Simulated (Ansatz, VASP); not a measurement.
Given: the input of a run of VASP 6.6.1 on Ru.

File INCAR:

```
SYSTEM = Ru
ALGO     = Fast           ! electronic algorithm
EDIFF    = 1E-7           ! SCF threshold, eV
ENCUT    = 520            ! plane-wave cutoff, eV
GGA      = CA             ! functional
ISIF     = 2              ! what is computed and relaxed
ISMEAR   = -1             ! smearing method
LASPH    = .TRUE.         ! aspherical terms in the spheres
LCHARG   = .TRUE.         ! write CHGCAR
LELF     = .TRUE.         ! ELF
LREAL    = .FALSE.        ! projectors in reciprocal space
LVHAR    = .TRUE.       
LWAVE    = .FALSE.        ! write WAVECAR
NBANDS   = 21             ! bands
NELM     = 60             ! most SCF steps
PREC     = Accurate       ! precision mode
SIGMA    = 0.05           ! smearing width, eV
```

File KPOINTS:

```
k-points
0
G
  11 11 6
  0 0 0
```

The input POSCAR:

```
Ru
1.0
    2.7414067149      0.0000000000      0.0000000000
   -1.3707033574      2.3741278572      0.0000000000
    0.0000000000      0.0000000000      4.3382472512
Ru
2
Direct
    0.6666666667      0.3333333333      0.7500000000
    0.3333333333      0.6666666667      0.2500000000
```

Potentials or basis: VASP PAW LDA potentials, release 64 (Ru_pv).

Launch:

```bash
$ cat potpaw_LDA.64/Ru_pv/POTCAR > POTCAR
$ mpirun -np 1 vasp_std > vasp.out
```

Set up the same calculation for Ansatz 0.2.0. Potentials there: all-electron LAPW, scalar-relativistic.

As run (the cutoff follows the program's own potentials):

File input.yaml:

```yaml
crystal:
  lattice:
    - [2.7414067149, 0.0, 0.0]
    - [-1.3707033574, 2.3741278572, 0.0]
    - [0.0, 0.0, 4.3382472512]
  atoms:
    - { symbol: Ru, position: [0.6666666667, 0.3333333333, 0.75] }
    - { symbol: Ru, position: [0.3333333333, 0.6666666667, 0.25] }
kpoints:
  mp_grid: { grid: [11, 11, 6] }
scf:
  occupations: { method: fermi_dirac, width: 0.05 }
hamiltonian:
  xc: lda
  pseudopotentials: { kind: all_electron, lapw: { basis_error: 0.001 } }
output:
  forces: true
  stress: true
  eigenvalues: true
```

Potentials or basis: all-electron LAPW, scalar-relativistic.

Run with:

```console
$ ansatz run input.yaml --threads 1 --pin off --max-ram 3072MiB --backend cpu --events-out ev --progress --plain --runs-dir out
```

Both were run:

|  | VASP | Ansatz | Ansatz less VASP |
| --- | --- | --- | --- |
| gap on the k mesh at the Fermi level (eV) | none | none | - |
| pressure (GPa) | -22.5 | -23.0 | -0.59 |
| largest component of the traceless stress (GPa) | 0.98 | 1.05 | +0.068 |

A gap of «none» marks a metal or a gap that the smearing closes. Ansatz ran all-electron here, so the differences hold the error of VASP's frozen core and of both bases.

Caveats: so large a pressure means that the cell lies far from this level's equilibrium, or that cutoff or potentials fall short (VASP).
